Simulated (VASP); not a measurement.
# ZnS (Wurtzite-2H) (P6_3mc) in VASP: further runs

Aim: see how the results for ZnS (Wurtzite-2H) move with the level of theory and the settings. Levels: PBEsol-based screened hybrid, PBE. Tasks: single point.

Everything below comes from runs of VASP 6.6.1. Logs are shortened: lines on timing, memory, paths and dates and some standing lists are left out, and cuts for length are marked.

**The experiment to reproduce.**

A printed reference work, monograph reports, for a bulk crystal of ZnS at 4 K: band gap 3.911 eV (direct).

The runs below are set against these values where they give the same quantity.

## (1) Starting point

Symmetry: P6_3mc, No. 186, hexagonal system. The conventional cell has a = 3.796 Å, b = 3.796 Å, c = 6.205 Å, α = 90.00°, β = 90.00°, γ = 120.00°. Zn (site symmetry 3m) is surrounded by 4 S at 2.33 Å. S (site symmetry 3m) has 4 Zn at 2.33 Å as nearest neighbours.

## (2) Single point, PBEsol-based screened hybrid

POSCAR reads:

```
ZnS
1.0
    3.7957880511      0.0000000000      0.0000000000
   -1.8978940256      3.2872488797      0.0000000000
    0.0000000000      0.0000000000      6.2051070950
Zn S
2 2
Direct
    0.6666666667      0.3333333333      0.5050950130
    0.3333333333      0.6666666667      0.0050950130
    0.6666666667      0.3333333333      0.8799049870
    0.3333333333      0.6666666667      0.3799049870
```

INCAR.step1 reads:

```
PREC = Accurate ; ENCUT = 520
EDIFF = 1E-5 ; ISMEAR = -1
SIGMA = 0.05 ; LREAL = False
LASPH = True ; NELM = 100
ALGO = Normal ; ISIF = 2
LWAVE = True ; GGA = PE
NBANDS = 26
```

INCAR.step2 reads:

```
PREC = Accurate ; ENCUT = 520
EDIFF = 1E-6 ; ISMEAR = -1
SIGMA = 0.05 ; LREAL = False
LASPH = True ; NELM = 100
ALGO = Normal ; ISIF = 2
LWAVE = False ; LCHARG = True
GGA = PS ; LHFCALC = True
AEXX = 0.25 ; HFSCREEN = 0.207
PRECFOCK = Normal ; LELF = True
LVHAR = True ; ISTART = 1
NBANDS = 26
```

KPOINTS reads:

```
Automatic mesh
0
Gamma
  4 4 3
```

Potentials or basis: VASP PAW PBE potentials, release 64 (Zn, S).

Started as:

```
$ cat potpaw_PBE.64/Zn/POTCAR potpaw_PBE.64/S/POTCAR > POTCAR
$ cp INCAR.step1 INCAR
$ mpirun -np 1 vasp_std > vasp.out
$ cp INCAR.step2 INCAR
$ mpirun -np 1 vasp_std > vasp.out
```

OUTCAR:

```text
PREC = Accurate
   ENCUT = 520
   EDIFF = 1E-6
   ISMEAR = -1
   LREAL = False
   LASPH = True
   NELM = 100
   ISIF = 2
   GGA = PS
   LHFCALC = True
   AEXX = 0.25
   HFSCREEN = 0.207
   PRECFOCK = Normal
   ISTART = 1

 ion  position               nearest neighbor table
   1  0.667  0.333  0.505-   4 2.33   4 2.33   4 2.33   3 2.33
   2  0.333  0.667  0.005-   3 2.33   3 2.33   3 2.33   4 2.33
   3  0.667  0.333  0.880-   2 2.33   2 2.33   2 2.33   1 2.33
   4  0.333  0.667  0.380-   1 2.33   1 2.33   1 2.33   2 2.33

  LATTYP: Found a hexagonal cell.
 ALAT       =     3.7957880511
 C/A-ratio  =     1.6347348723

  Lattice vectors:

 A1 = (   3.7957880511,   0.0000000000,   0.0000000000)
 A2 = (  -1.8978940256,   3.2872488797,   0.0000000000)
 A3 = (   0.0000000000,   0.0000000000,   6.2051070950)

Analysis of symmetry for initial positions (statically):
=====================================================================
 Subroutine PRICEL returns:
 Original cell was already a primitive cell.

 Routine SETGRP: Setting up the symmetry group for a
 hexagonal supercell.

 Subroutine GETGRP returns: Found 12 space group operations
 (whereof  6 operations were pure point group operations)
 out of a pool of 24 trial point group operations.

The static configuration has the point symmetry C_3v.
 The point group associated with its full space group is C_6v.

Analysis of symmetry for dynamics (positions and initial velocities):
=====================================================================
 Subroutine PRICEL returns:
 Original cell was already a primitive cell.

 Routine SETGRP: Setting up the symmetry group for a
 hexagonal supercell.

 Subroutine GETGRP returns: Found 12 space group operations
 (whereof  6 operations were pure point group operations)
 out of a pool of 24 trial point group operations.

The dynamic configuration has the point symmetry C_3v.
 The point group associated with its full space group is C_6v.

 Subroutine INISYM returns: Found 12 space group operations
 (whereof  6 operations are pure point group operations),
 and found     1 'primitive' translations

----------------------------------------------------------------------------------------

                                     Primitive cell

  volume of cell :      77.4255

  direct lattice vectors                    reciprocal lattice vectors
     3.795788051  0.000000000  0.000000000     0.263449905  0.152102873  0.000000000
    -1.897894026  3.287248880  0.000000000     0.000000000  0.304205747  0.000000000
     0.000000000  0.000000000  6.205107095     0.000000000  0.000000000  0.161157573

  length of vectors
     3.795788051  3.795788051  6.205107095     0.304205747  0.304205747  0.161157573

  position of ions in fractional coordinates (direct lattice)
     0.666666667  0.333333333  0.505095013
     0.333333333  0.666666667  0.005095013
     0.666666667  0.333333333  0.879904987
     0.333333333  0.666666667  0.379904987

  ion indices of the primitive-cell ions
   primitive index   ion index
                 1           1
                 2           2
                 3           3
                 4           4

----------------------------------------------------------------------------------------

 KPOINTS: Automatic mesh

Automatic generation of k-mesh.
 Grid dimensions read from file:
 generate k-points for:    4    4    3

 Generating k-lattice:

  Cartesian coordinates                     Fractional coordinates (reciprocal lattice)
     0.065862476  0.038025718  0.000000000     0.250000000  0.000000000  0.000000000
     0.000000000  0.076051437  0.000000000     0.000000000  0.250000000  0.000000000
     0.000000000  0.000000000  0.053719191     0.000000000  0.000000000  0.333333333

  Length of vectors
     0.076051437  0.076051437  0.053719191

  Shift w.r.t. Gamma in fractional coordinates (k-lattice)
     0.000000000  0.000000000  0.000000000

 Subroutine IBZKPT returns following result:
 ===========================================

 Found      8 irreducible k-points:

 Following reciprocal coordinates:
            Coordinates               Weight
  0.000000  0.000000  0.000000      1.000000
  0.250000  0.000000  0.000000      6.000000
  0.500000  0.000000  0.000000      3.000000
  0.250000  0.250000  0.000000      6.000000
  0.000000  0.000000  0.333333      2.000000
  0.250000  0.000000  0.333333     12.000000
  0.500000  0.000000  0.333333      6.000000
  0.250000  0.250000  0.333333     12.000000
   k-points           NKPTS =      8   k-points in BZ     NKDIM =     48   number of bands    NBANDS=     26
   number of dos      NEDOS =    301   number of ions     NIONS =      4
   total plane-waves  NPLWV =  37632
   dimension x,y,z NGX =    28 NGY =   28 NGZ =   48
   dimension x,y,z NGXF=    56 NGYF=   56 NGZF=   96
   ions per type =               2   2
   NGX,Y,Z   is equivalent  to a cutoff of  12.26, 12.26, 12.86 a.u.
   NGXF,Y,Z  is equivalent  to a cutoff of  24.53, 24.53, 25.72 a.u.
 SYSTEM =  unknown system
   PREC   = accura    normal or accurate (medium, high low for compatibility)
   ISTART =      1    job   : 0-new  1-cont  2-samecut
   ICHARG =      0    charge: 1-file 2-atom 10-const
   ISPIN  =      1    spin polarized calculation?
   LNONCOLLINEAR =      F non collinear calculations
   LSORBIT =      F    spin-orbit coupling
   LASPH  =      T    aspherical Exc in radial PAW
   ENCUT  =  520.0 eV  38.22 Ry    6.18 a.u.   7.06  7.06 11.54*2*pi/ulx,y,z
   NELM   =    100;   NELMIN=  2; NELMDL=  0     # of ELM steps
   EDIFF  = 0.1E-05   stopping-criterion for ELM
   LREAL  =      F    real-space projection
   EDIFFG = 0.1E-04   stopping-criterion for IOM
   NSW    =      0    number of steps for IOM
   IBRION =     -1    ionic relax: 0-MD 1-quasi-New 2-CG
   NFREE  =      0    steps in history (QN), initial steepest desc. (CG)
   ISIF   =      2    stress and relaxation
   ISYM   =      3    0-nonsym 1-usesym 2-fastsym
   POTIM  = 0.5000    time-step for ionic-motion
   TEBEG  =    0.0;   TEEND  =   0.0 temperature during run
   PSTRESS=    0.0 pullay stress
   NELECT =      36.0000    total number of electrons
   NUPDOWN=      -1.0000    fix difference up-down
   EMIN   =  10.00;   EMAX   =-10.00  energy-range for DOS
   EFERMI =   0.00;   METHOD = LEGACY
   ISMEAR =    -1;   SIGMA  =   0.05  broadening in eV -4-tet -1-fermi 0-gaus
   EFERMI_NEDOS =   21; number of points for ismear=-14 and -15
   IALGO  =     38    algorithm
   IMIX   =      1    mixing-type and parameters
     AMIX     =   0.40;   BMIX     =  1.00
     AMIX_MAG =   1.60;   BMIX_MAG =  1.00
  volume/ion in A,a.u.               =      19.36       130.62
  Fermi-wavevector in a.u.,A,eV,Ry     =   1.268278  2.396698 21.885360  1.608529
  Thomas-Fermi vector in A             =   2.401381
   LORBIT       =      0    0 simple, 1 ext, 2 COOP (PROOUT), +10 PAW based schemes
   GGA     = PS    functional components
   LHFCALC =     T    Hartree Fock is set to
   PRECFOCK=normal    Normal, Fast or Accurate (Low or Medium for compatibility)
   ENCUT4O =  -1.0   cutoff for four orbital integrals eV
   NKREDX  =     1    reduce k-point grid by
   NKREDY  =     1    reduce k-point grid by
   NKREDZ  =     1    reduce k-point grid by
   AEXX    =    0.2500 exact exchange contribution
   HFSCREEN=    0.2070 screening length (either q_TF or 0.3 A-1)
   HFSCREENC=   0.2070 screening length for correlation (either q_TF or 0.3 A-1)
   ENCUTFOCK=  -1.0 apply spherical cutoff to Coloumb kernel
   IVDW    =     0    specifies the selected vdW correction
   LEPSILON=     F    determine dielectric tensor
   LRPA    =     F    only Hartree local field effects (RPA)
 non-spin polarized calculation
  energy-cutoff  :      520.00
  volume of cell :       77.43
 maximum number of plane-waves:      2100
  NGX = 24; NGY = 24; NGZ = 36

 number of electron      36.0000001 magnetization

 Free energy of the ion-electron system (eV)
  ---------------------------------------------------
  ext. energy  EPLUGINS =         0.00000000
  ---------------------------------------------------
  free energy    TOTEN  =       -17.70397956 eV

  energy without entropy =      -17.70397956  energy(sigma->0) =      -17.70397956

 E-fermi :   2.5919     XC(G=0):  -8.1946

 val. band max:        1.5094138397   @ k =   0.0000   0.0000   0.0000
 cond. band min:       4.8766772225   @ k =   0.0000   0.0000   0.0000
 fundamental gap:      3.3672633828
 Fermi energy:         2.5919480839

 k-point     1 :       0.0000    0.0000    0.0000
  band No.  band energies     occupation
      1     -12.9948      2.00000
      2     -11.9439      2.00000
      3      -6.4563      2.00000
      4      -6.4420      2.00000
      5      -6.4420      2.00000
      6      -6.3613      2.00000
[... 18 lines left out ...]
     25      10.4993      0.00000
     26      12.1395      0.00000

 k-point     2 :       0.2500    0.0000    0.0000
  band No.  band energies     occupation
      1     -12.5638      2.00000
      2     -11.7347      2.00000
      3      -6.4132      2.00000
      4      -6.3794      2.00000
      5      -6.3769      2.00000
      6      -6.2770      2.00000
[... 18 lines left out ...]
     25      11.3355      0.00000
     26      11.7029      0.00000

 k-point     3 :       0.5000    0.0000    0.0000
  band No.  band energies     occupation
      1     -11.9676      2.00000
      2     -11.6092      2.00000
      3      -6.3877      2.00000
      4      -6.3406      2.00000
      5      -6.1925      2.00000
      6      -6.1742      2.00000
[... 18 lines left out ...]
     25      11.8037      0.00000
     26      14.3663      0.00000

 k-point     4 :       0.2500    0.2500    0.0000
  band No.  band energies     occupation
      1     -11.9881      2.00000
      2     -11.5999      2.00000
      3      -6.3946      2.00000
      4      -6.3008      2.00000
      5      -6.2104      2.00000
      6      -6.1784      2.00000
[... 18 lines left out ...]
     25      11.3976      0.00000
     26      12.4645      0.00000

 k-point     5 :       0.0000    0.0000    0.3333
  band No.  band energies     occupation
      1     -12.7626      2.00000
      2     -12.2410      2.00000
      3      -6.4325      2.00000
      4      -6.4271      2.00000
      5      -6.4271      2.00000
      6      -6.3870      2.00000
[... 18 lines left out ...]
     25       9.8782      0.00000
     26      10.6852      0.00000

 k-point     6 :       0.2500    0.0000    0.3333
  band No.  band energies     occupation
      1     -12.3707      2.00000
      2     -11.9565      2.00000
      3      -6.4050      2.00000
      4      -6.3757      2.00000
      5      -6.3527      2.00000
      6      -6.2937      2.00000
[... 18 lines left out ...]
     25      11.0602      0.00000
     26      11.5406      0.00000

 k-point     7 :       0.5000    0.0000    0.3333
  band No.  band energies     occupation
      1     -11.8693      2.00000
      2     -11.6887      2.00000
      3      -6.3944      2.00000
      4      -6.3139      2.00000
      5      -6.2956      2.00000
      6      -6.2046      2.00000
[... 18 lines left out ...]
     25      12.8092      0.00000
     26      13.0180      0.00000

 k-point     8 :       0.2500    0.2500    0.3333
  band No.  band energies     occupation
      1     -11.8835      2.00000
      2     -11.6879      2.00000
      3      -6.3464      2.00000
      4      -6.3240      2.00000
      5      -6.2569      2.00000
      6      -6.2185      2.00000
[... 18 lines left out ...]
     25      11.2770      0.00000
     26      12.0169      0.00000

------------------------ aborting loop because EDIFF is reached ----------------------------------------

  FORCE on cell =-STRESS in cart. coord.  units (eV):
  Direction    XX          YY          ZZ          XY          YZ          ZX
  --------------------------------------------------------------------------------------
  -------------------------------------------------------------------------------------
  Total       -0.0066841     -0.0066841     -0.0204773      0.0000000      0.0000000     -0.0000000
  in kB       -0.1383147     -0.1383147     -0.4237394      0.0000000      0.0000000     -0.0000000
  external PRESSURE =      -0.2334563 kB  Pullay stress =       0.0000000 kB

 VOLUME and BASIS-vectors are now :
 -----------------------------------------------------------------------------
  energy-cutoff  :      520.00
  volume of cell :       77.43
      direct lattice vectors                 reciprocal lattice vectors
     3.795788051  0.000000000  0.000000000     0.263449905  0.152102873  0.000000000
    -1.897894026  3.287248880  0.000000000     0.000000000  0.304205747  0.000000000
     0.000000000  0.000000000  6.205107095     0.000000000  0.000000000  0.161157573

 POSITION                                       TOTAL-FORCE (eV/Angst)
 -----------------------------------------------------------------------------------
      1.89789      1.09575      3.13417         0.000000      0.000000      0.001072
     -0.00000      2.19150      0.03162        -0.000000      0.000000      0.001072
      1.89789      1.09575      5.45990         0.000000      0.000000     -0.001072
     -0.00000      2.19150      2.35735        -0.000000     -0.000000     -0.001072
 -----------------------------------------------------------------------------------
    total drift:                               -0.000000     -0.000001      0.000441

  FREE ENERGIE OF THE ION-ELECTRON SYSTEM (eV)
  ---------------------------------------------------
  free  energy   TOTEN  =       -17.7039795588 eV

  energy  without entropy=      -17.7039795588  energy(sigma->0) =      -17.70397956
```

Run time: 13 min. Hardware: 1 thread of Intel Xeon Platinum 8488C (Sapphire Rapids), shared host; peak memory 0.31 GiB.

Results:

```
Free energy            : -17.7040 eV
Pressure               : 0.0 GPa
Band gap on the k mesh : 3.37 eV, direct
```

Caveat: the k mesh is coarse (spacing up to 0.48 Å⁻¹), so the values aren't converged; the PAW data sets were made with another functional, which shifts forces and pressure a little.

## (3) Single point, PBE

This run uses another cell than the first one, of 18.43 Å³/atom, 0.952 times its volume.

INCAR reads:

```
SYSTEM = ZnS
  ALGO = Normal
  EDIFF = 1E-6
  ENCUT = 520
  GGA = PE
  ISIF = 2
  ISMEAR = -1
  LASPH = .TRUE.
  LCHARG = .FALSE.
  LREAL = .FALSE.
  LWAVE = .FALSE.
  NBANDS = 26
  NELM = 100
  PREC = Accurate
  SIGMA = 0.05
```

KPOINTS reads:

```
k-points
0
G
  8 8 5
  0 0 0
```

POSCAR reads:

```
ZnS
1.0
    3.7332026603      0.0000000000      0.0000000000
   -1.8666013302      3.2330483413      0.0000000000
    0.0000000000      0.0000000000      6.1067398017
Zn S
2 2
Direct
    0.6666666667      0.3333333333      0.5000000000
    0.3333333333      0.6666666667      0.0000000000
    0.6666666667      0.3333333333      0.8850000000
    0.3333333333      0.6666666667      0.3850000000
```

Potentials or basis: VASP PAW PBE potentials, release 64 (Zn, S).

Started as:

```
$ cat potpaw_PBE.64/Zn/POTCAR potpaw_PBE.64/S/POTCAR > POTCAR
$ mpirun -np 1 vasp_std > vasp.out
```

Run time: 60 s. Hardware: 1 thread of Intel Xeon Platinum 8175M at 2.50GHz (Skylake/Cascade Lake), shared host; peak memory 0.2 GiB.

The run converged. Its results:

- Free energy: -13.5013 eV
- Pressure: 8.1 GPa
- Largest force: 0.403 eV/Å
- Band gap on the k mesh: 2.55 eV, direct

Forces on the atoms (eV/Å):
```
Zn   0.000  0.000  0.403
Zn   0.000  0.000  0.403
S    0.000  0.000 -0.403
S    0.000  0.000 -0.403
```

Stress tensor (GPa, compression positive):
```
9.16 0.00 0.00
0.00 9.16 0.00
0.00 0.00 6.07
```

Levels at points of the mesh, in eV from the valence-band top:
```tsv
k point	band 15	band 16	band 17	band 18	band 19	band 20	band 21	band 22
(0.00, 0.00, 0.00)	-0.94	-0.01	0.00	0.00	2.55	3.11	6.25	6.25
(0.50, 0.00, 0.00)	-3.45	-2.47	-1.74	-1.07	3.56	4.43	5.13	7.10
```

## (4) Single point, PBE

This run uses another cell than the first one, of 19.60 Å³/atom, 1.013 times its volume.

INCAR reads:

```
  PREC = Accurate
  ENCUT = 520
  EDIFF = 1E-7
  ISMEAR = -1
  SIGMA = 0.05
  LREAL = False
  LASPH = True
  NELM = 100
  ALGO = Fast
  ISIF = 2
  LWAVE = False
  LCHARG = True
  GGA = PE
  LELF = True
  LVHAR = True
  NBANDS = 26
```

KPOINTS reads:

```
Automatic mesh
0
Gamma
  6 6 3
```

POSCAR reads:

```
ZnS
1.0
    3.8110000000      0.0000000000      0.0000000000
   -1.9055000000      3.3004228138      0.0000000000
    0.0000000000      0.0000000000      6.2340000000
Zn S
2 2
Direct
    0.6666666667      0.3333333333      0.5000000000
    0.3333333333      0.6666666667      0.0000000000
    0.6666666667      0.3333333333      0.8850000000
    0.3333333333      0.6666666667      0.3850000000
```

Started as:

```
$ cat potpaw_PBE.64/Zn/POTCAR potpaw_PBE.64/S/POTCAR > POTCAR
$ mpirun -np 1 vasp_std > vasp.out
```

It took 59 s on 1 thread of Intel Xeon Platinum 8175M at 2.50GHz (Skylake/Cascade Lake), shared host; peak memory 0.19 GiB.

The run converged. Its results:

```
Free energy            : -13.6490 eV
Pressure               : 2.6 GPa
Largest force          : 0.324 eV/Å
Band gap on the k mesh : 2.25 eV, direct
```

Forces in eV/Å, atoms in the order of the input:
```
Zn   0.000  0.000  0.324
Zn   0.000  0.000  0.324
S    0.000  0.000 -0.324
S    0.000  0.000 -0.324
```

Stress tensor (GPa, compression positive):
```
3.26 0.00 0.00
0.00 3.26 0.00
0.00 0.00 1.19
```

Levels at points of the mesh, in eV from the valence-band top:
```csv
k point,band 14,band 15,band 16,band 17,band 18,band 19,band 20,band 21,band 22,band 23
"(0.00, 0.00, 0.00)",-0.86,-0.86,-0.01,-0.01,0.00,2.25,3.00,6.30,6.30,6.61
"(0.50, 0.00, 0.00)",-4.21,-3.16,-2.25,-1.56,-0.98,3.62,4.27,5.18,7.14,7.42
```

## (5) The runs side by side

| level | cell | k mesh | exchange at q = 0 | grid for exact exchange (PRECFOCK) | share of exact exchange | screening parameter | mesh quality | gap on the mesh (eV) | pressure (GPa) | largest force (eV/Å) |
| --- | --- | --- | --- | --- | --- | --- | --- | --- | --- | --- |
| PBEsol-based screened hybrid | P6_3mc, 19.36 Å³/atom | 4 × 4 × 3 | truncated | Normal | 0.25 | 0.207 | coarse | 3.37 | 0.0 | - |
| PBE | P6_3mc, 18.43 Å³/atom | 8 × 8 × 5 | - | - | - | - | not flagged | 2.55 | 8.1 | 0.40 |
| PBE | P6_3mc, 19.6 Å³/atom | 6 × 6 × 3 | - | - | - | - | not flagged | 2.25 | 2.6 | 0.32 |

Alike in all rows: task single point; potentials or basis VASP PAW PBE potentials, release 64 (Zn, S); no spin polarisation; cutoff (eV) 520; smearing fermi-dirac 0.05 eV.

Caveats: some runs use coarse meshes; the PAW data sets were made with another functional, which shifts forces and pressure a little (some runs).

Total energies depend on the potentials used, so only differences within one code and one set of settings carry meaning.

## (6) Comparison with measurements

Step 3. Measured gap of ZnS: 3.911 eV (direct; 4 K; a printed reference work, monograph). This calculation gives 2.55 eV (-1.36 eV). The value is that of PBE, without temperature or zero-point motion. Semilocal functionals fall short of measured gaps as a rule.

Step 4. A measured gap of ZnS is 3.911 eV (direct; 4 K; a printed reference work, monograph); the calculated 2.25 eV misses it by -1.66 eV. The value is that of PBE, without temperature or zero-point motion. Semilocal functionals fall short of measured gaps as a rule.
